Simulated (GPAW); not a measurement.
Crystal: BP.

```
P B
1.0
     0.00000    2.26900    2.26900
     2.26900    0.00000    2.26900
     2.26900    2.26900    0.00000
P B
1 1
Direct
  0.75000 0.75000 0.75000
  0.00000 0.00000 0.00000
```

```yaml
Program: GPAW 26.7.0
Task: single point
Functional: PBE
Potentials_or_basis: GPAW PAW data sets (gpaw-data 1.2.1)
Cutoff: 800 eV
Basis: pw
k_mesh: 10 × 10 × 10
Occupations: fermi-dirac, width 0.05 eV
Spin: no spin polarisation
```

On this cell: pressure 1.4 GPa; largest force zero by symmetry; band gap on the k mesh 1.24 eV, indirect (least direct gap 3.41 eV).

The same run follows on a disturbed copy (atoms moved at random, drawn with an rms of 0.05 Å):

```
P B
1.0
     0.00000    2.26900    2.26900
     2.26900    0.00000    2.26900
     2.26900    2.26900    0.00000
P B
1 1
Direct
  0.75465 0.75555 0.74339
  0.99030 0.00905 0.99753
```

Task: What changes?

Result: The energy moves by +6.7 meV/atom; pressure 1.5 GPa; largest force 0.686 eV/Å; band gap on the k mesh 0.90 eV, indirect (least direct gap 2.84 eV).

Forces in eV/Å, atoms in the order of the input:
```
P    0.301 -0.421 -0.450
B   -0.301  0.421  0.450
```

Stress tensor (GPa, compression positive):
```
 1.52  1.19  1.11
 1.19  1.49 -0.78
 1.11 -0.78  1.48
```

A k mesh can miss the band edges.
